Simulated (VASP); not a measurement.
# AlN (F-43m) in VASP: further runs, part 2 of 2

VASP 6.6.1. The steps go on from the part before.

### 3 Relaxation of cell and atoms, PBEsol

This run uses another cell than the first one, of 10.49 Å³/atom, 1.007 times its volume.

Contents of INCAR:

```
SYSTEM = AlN
ALGO = Fast
EDIFF = 1E-7
EDIFFG = -0.002
ENCUT = 520
GGA = PS
IBRION = 2
ISIF = 3
ISMEAR = 0
LASPH = .True.
LCHARG = .False.
LREAL = .False.
LWAVE = .False.
NELM = 60
NSW = 80
PREC = Accurate
SIGMA = 0.02
```

Contents of KPOINTS:

```
k-points
0
Gamma
  12 12 12
  0 0 0
```

Contents of POSCAR:

```
AlN                                     
1.0
    0.0000000000      2.1887403588      2.1887403588
    2.1887403588      0.0000000000      2.1887403588
    2.1887403588      2.1887403588     -0.0000000000
  Al              N             
     1     1
Direct
     0.0000000000000000    0.0000000000000000    0.0000000000000000
     0.7500000000000000    0.7500000000000000    0.7500000000000000
```

Potentials or basis: VASP PAW PBE potentials, release 64 (Al, N).

Launch:

```bash
cat potpaw_PBE.64/Al/POTCAR potpaw_PBE.64/N/POTCAR > POTCAR
mpirun -np 1 vasp_std > vasp.out
```

OUTCAR:

```text
SYSTEM = AlN
   EDIFF = 1E-7
   EDIFFG = -0.002
   ENCUT = 520
   GGA = PS
   IBRION = 2
   ISIF = 3
   ISMEAR = 0
   LASPH = .True.
   LREAL = .False.
   NELM = 60
   NSW = 80
   PREC = Accurate

 ion  position               nearest neighbor table
   1  0.000  0.000  0.000-   2 1.90   2 1.90   2 1.90   2 1.90
   2  0.750  0.750  0.750-   1 1.90   1 1.90   1 1.90   1 1.90

  LATTYP: Found a face centered cubic cell.
 ALAT       =     4.3774807176

  Lattice vectors:

 A1 = (   0.0000000000,   2.1887403588,   2.1887403588)
 A2 = (   2.1887403588,   0.0000000000,   2.1887403588)
 A3 = (   2.1887403588,   2.1887403588,   0.0000000000)

Analysis of symmetry for initial positions (statically):
=====================================================================
 Subroutine PRICEL returns:
 Original cell was already a primitive cell.

 Routine SETGRP: Setting up the symmetry group for a
 face centered cubic supercell.

 Subroutine GETGRP returns: Found 24 space group operations
 (whereof 24 operations were pure point group operations)
 out of a pool of 48 trial point group operations.

The static configuration has the point symmetry T_d .

Analysis of symmetry for dynamics (positions and initial velocities):
=====================================================================
 Subroutine PRICEL returns:
 Original cell was already a primitive cell.

 Routine SETGRP: Setting up the symmetry group for a
 face centered cubic supercell.

 Subroutine GETGRP returns: Found 24 space group operations
 (whereof 24 operations were pure point group operations)
 out of a pool of 48 trial point group operations.

The dynamic configuration has the point symmetry T_d .

 Subroutine INISYM returns: Found 24 space group operations
 (whereof 24 operations are pure point group operations),
 and found     1 'primitive' translations

----------------------------------------------------------------------------------------

                                     Primitive cell

  volume of cell :      20.9707

  direct lattice vectors                    reciprocal lattice vectors
     0.000000000  2.188740359  2.188740359    -0.228441897  0.228441897  0.228441897
     2.188740359  0.000000000  2.188740359     0.228441897 -0.228441897  0.228441897
     2.188740359  2.188740359  0.000000000     0.228441897  0.228441897 -0.228441897

  length of vectors
     3.095346300  3.095346300  3.095346300     0.395672972  0.395672972  0.395672972

  position of ions in fractional coordinates (direct lattice)
     0.000000000  0.000000000  0.000000000
     0.750000000  0.750000000  0.750000000

  ion indices of the primitive-cell ions
   primitive index   ion index
                 1           1
                 2           2

----------------------------------------------------------------------------------------

 KPOINTS: k-points

Automatic generation of k-mesh.
 Grid dimensions read from file:
 generate k-points for:   12   12   12

 Generating k-lattice:

  Cartesian coordinates                     Fractional coordinates (reciprocal lattice)
[... 48 lines left out ...]
   NGX,Y,Z   is equivalent  to a cutoff of  12.89, 12.89, 12.89 a.u.
   NGXF,Y,Z  is equivalent  to a cutoff of  25.78, 25.78, 25.78 a.u.
 SYSTEM =  AlN
   PREC   = accura    normal or accurate (medium, high low for compatibility)
   ISTART =      0    job   : 0-new  1-cont  2-samecut
   ICHARG =      2    charge: 1-file 2-atom 10-const
   ISPIN  =      1    spin polarized calculation?
   LNONCOLLINEAR =      F non collinear calculations
   LSORBIT =      F    spin-orbit coupling
   LASPH  =      T    aspherical Exc in radial PAW
   ENCUT  =  520.0 eV  38.22 Ry    6.18 a.u.   5.76  5.76  5.76*2*pi/ulx,y,z
   NELM   =     60;   NELMIN=  2; NELMDL= -5     # of ELM steps
   EDIFF  = 0.1E-06   stopping-criterion for ELM
   LREAL  =      F    real-space projection
   EDIFFG = -.2E-02   stopping-criterion for IOM
   NSW    =     80    number of steps for IOM
   IBRION =      2    ionic relax: 0-MD 1-quasi-New 2-CG
   NFREE  =      1    steps in history (QN), initial steepest desc. (CG)
   ISIF   =      3    stress and relaxation
   ISYM   =      2    0-nonsym 1-usesym 2-fastsym
   POTIM  = 0.5000    time-step for ionic-motion
   TEBEG  =    0.0;   TEEND  =   0.0 temperature during run
   PSTRESS=    0.0 pullay stress
   NELECT =       8.0000    total number of electrons
   NUPDOWN=      -1.0000    fix difference up-down
   EMIN   =  10.00;   EMAX   =-10.00  energy-range for DOS
   EFERMI =   0.00;   METHOD = LEGACY
   ISMEAR =     0;   SIGMA  =   0.02  broadening in eV -4-tet -1-fermi 0-gaus
   EFERMI_NEDOS =   21; number of points for ismear=-14 and -15
   IALGO  =     68    algorithm
   IMIX   =      4    mixing-type and parameters
     AMIX     =   0.40;   BMIX     =  1.00
     AMIX_MAG =   1.60;   BMIX_MAG =  1.00
  volume/ion in A,a.u.               =      10.49        70.76
  Fermi-wavevector in a.u.,A,eV,Ry     =   1.187319  2.243707 19.180477  1.409725
  Thomas-Fermi vector in A             =   2.323472
   LORBIT       =      0    0 simple, 1 ext, 2 COOP (PROOUT), +10 PAW based schemes
   GGA     = PS    functional components
   LHFCALC =     F    Hartree Fock is set to
   AEXX    =    0.0000 exact exchange contribution
   IVDW    =     0    specifies the selected vdW correction
   LEPSILON=     F    determine dielectric tensor
   LRPA    =     F    only Hartree local field effects (RPA)
 conjugate gradient relaxation of ions
 non-spin polarized calculation
 RMM-DIIS sequential band-by-band and
 Gauss-broadening in eV      SIGMA  =   0.02
  energy-cutoff  :      520.00
  volume of cell :       20.97
 maximum number of plane-waves:       588
   NGX = 11   NGY = 11   NGZ = 11

--------------------------------------- Ionic step        1  -------------------------------------------

 number of electron       8.0000000 magnetization

 Free energy of the ion-electron system (eV)
  ---------------------------------------------------
  ext. energy  EPLUGINS =         0.00000000
  ---------------------------------------------------
  free energy    TOTEN  =       -15.61138135 eV

  energy without entropy =      -15.61138135  energy(sigma->0) =      -15.61138135

------------------------ aborting loop because EDIFF is reached ----------------------------------------

  FORCE on cell =-STRESS in cart. coord.  units (eV):
  Direction    XX          YY          ZZ          XY          YZ          ZX
  --------------------------------------------------------------------------------------
  -------------------------------------------------------------------------------------
  Total       -0.0052272     -0.0052272     -0.0052272     -0.0000000      0.0000000      0.0000000
  in kB       -0.3993654     -0.3993654     -0.3993654     -0.0000000      0.0000000      0.0000000
  external PRESSURE =      -0.3993654 kB  Pullay stress =       0.0000000 kB
[... 59 lines left out ...]
--------------------------------------- Ionic step        3  -------------------------------------------

 number of electron       8.0000000 magnetization

 Free energy of the ion-electron system (eV)
  ---------------------------------------------------
  ext. energy  EPLUGINS =         0.00000000
  ---------------------------------------------------
  free energy    TOTEN  =       -15.61138036 eV

  energy without entropy =      -15.61138036  energy(sigma->0) =      -15.61138036

 E-fermi :   5.9356     XC(G=0): -11.1012

 val. band max:        5.8180210387   @ k =   0.0000   0.0000   0.0000
 cond. band min:       9.0018813882   @ k =   0.5000   0.5000   0.0000
 fundamental gap:      3.1838603495
 Fermi energy:         5.9356328027

 k-point     1 :       0.0000    0.0000    0.0000
  band No.  band energies     occupation
      1      -9.1030      2.00000
      2       5.8180      2.00000
      3       5.8180      2.00000
      4       5.8180      2.00000
      5       9.8946      0.00000
      6      18.2242      0.00000
      7      18.2242      0.00000
      8      18.2242      0.00000
[... 243 lines left out ...]
 k-point    24 :      -0.4167    0.1667    0.0000
  band No.  band energies     occupation
      1      -6.8573      2.00000
      2       0.4003      2.00000
      3       4.0269      2.00000
      4       5.1002      2.00000
      5      13.3124      0.00000
      6      14.4822      0.00000
      7      17.6983      0.00000
      8      17.8603      0.00000

 [... further k-points ...]

------------------------ aborting loop because EDIFF is reached ----------------------------------------

  FORCE on cell =-STRESS in cart. coord.  units (eV):
  Direction    XX          YY          ZZ          XY          YZ          ZX
  --------------------------------------------------------------------------------------
  -------------------------------------------------------------------------------------
  Total        0.0039044      0.0039044      0.0039044      0.0000000      0.0000000      0.0000000
  in kB        0.2983349      0.2983349      0.2983349      0.0000000      0.0000000      0.0000000
  external PRESSURE =       0.2983349 kB  Pullay stress =       0.0000000 kB
[... 17 lines left out ...]
  FREE ENERGIE OF THE ION-ELECTRON SYSTEM (eV)
  ---------------------------------------------------
  free  energy   TOTEN  =       -15.6113803613 eV

  energy  without entropy=      -15.6113803613  energy(sigma->0) =      -15.61138036

 reached required accuracy - stopping structural energy minimisation
```

CONTCAR:

```text
AlN
   1.00000000000000
     0.0000000000000000    2.1886509708931952    2.1886509708931952
     2.1886509708931952   -0.0000000000000000    2.1886509708931952
     2.1886509708931952    2.1886509708931952    0.0000000000000000
  Al              N
     1     1
Direct
     0.0000000000000000    0.0000000000000000    0.0000000000000000
     0.7500000000000000    0.7500000000000000    0.7500000000000000

  0.00000000E+00  0.00000000E+00  0.00000000E+00
  0.00000000E+00  0.00000000E+00  0.00000000E+00
```

It took 11 s on 1 thread of Intel Xeon 6975P-C (Granite Rapids), shared host; peak memory 0.14 GiB.

Results:

```
Free energy                            : -15.6114 eV
Relaxed volume                         : 10.48 Å³/atom
Relaxed cell                           : a = 3.095 Å, b = 3.095 Å, c = 3.095 Å, α = 60.00°, β = 60.00°, γ = 60.00°
Space group after relaxing (to 0.05 Å) : F-43m (No. 216)
Energy gained by relaxing              : 0.0 meV/atom
Ionic steps                            : 3
Pressure after relaxing                : 0.0 GPa
Band gap on the k mesh                 : 3.18 eV, indirect (least direct gap 4.08 eV)
```

Final structure:
```
Al N
1.0
     0.00000    2.18865    2.18865
     2.18865    0.00000    2.18865
     2.18865    2.18865    0.00000
Al N
1 1
Direct
  0.00000 0.00000 0.00000
  0.75000 0.75000 0.75000
```

Caveat: the PAW data sets were made with another functional, which shifts forces and pressure a little.
